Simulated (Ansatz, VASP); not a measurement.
# Bi2H3: VASP beside Ansatz

INCAR

```
SYSTEM = Bi2H3
ALGO = Normal ; EDIFF = 1E-7
ENCUT = 520 ; GGA = PE
ISIF = 2 ; ISMEAR = 0
LASPH = .True. ; LCHARG = .False.
LREAL = .False. ; LWAVE = .False.
NBANDS = 24 ; NELM = 60
PREC = Accurate ; SIGMA = 0.1
```

The input KPOINTS:

```
k-points
0
Gamma
  4 4 4
  0 0 0
```

File POSCAR:

```
Bi2H3
1.0
    4.6364250200      0.0000000000      0.0000000000
    0.0000000000      4.6364250200      0.0000000000
    0.0000000000      0.0000000000      4.6364250200
Bi H
2 3
Direct
    0.5000000000      0.5000000000      0.5000000000
    0.0000000000      0.0000000000      0.0000000000
    0.0000000000      0.5000000000      0.5000000000
    0.5000000000      0.0000000000      0.5000000000
    0.5000000000      0.5000000000      0.0000000000
```

Input for Ansatz:

```yaml
crystal:
  lattice:
    - [4.63642502, 0.0, 0.0]
    - [0.0, 4.63642502, 0.0]
    - [0.0, 0.0, 4.63642502]
  atoms:
    - { symbol: Bi, position: [0.5, 0.5, 0.5] }
    - { symbol: Bi, position: [0.0, 0.0, 0.0] }
    - { symbol: H, position: [0.0, 0.5, 0.5] }
    - { symbol: H, position: [0.5, 0.0, 0.5] }
    - { symbol: H, position: [0.5, 0.5, 0.0] }
basis:
  ecutwfc: 420
kpoints:
  mp_grid: { grid: [4, 4, 4] }
hamiltonian:
  xc: pbe
scf:
  occupations: { method: gaussian, width: 0.1 }
  lower_state_search: "off"
output:
  forces: true
  stress: true
  eigenvalues: true
```

Alike in both runs: task single point; functional PBE; k mesh 4 × 4 × 4; occupations gaussian, width 0.1 eV; no spin polarisation.

```csv
,VASP,Ansatz
version,VASP 6.6.1,Ansatz 0.2.0
potentials or method,"VASP PAW PBE potentials, release 64 (Bi_d, H)","scalar-relativistic, plane waves, PAW"
plane-wave cutoff (eV),520,420
valence electrons in the cell,33,33
```

|  | VASP | Ansatz | Ansatz less VASP |
| --- | --- | --- | --- |
| gap on the k mesh at the Fermi level (eV) | none | none | - |
| pressure (GPa) | -6.9 | -6.8 | +0.09 |

A gap of «none» marks a metal or a gap that the smearing closes.

Caveats: spin-orbit coupling is left out, which moves the levels of the heavy elements.
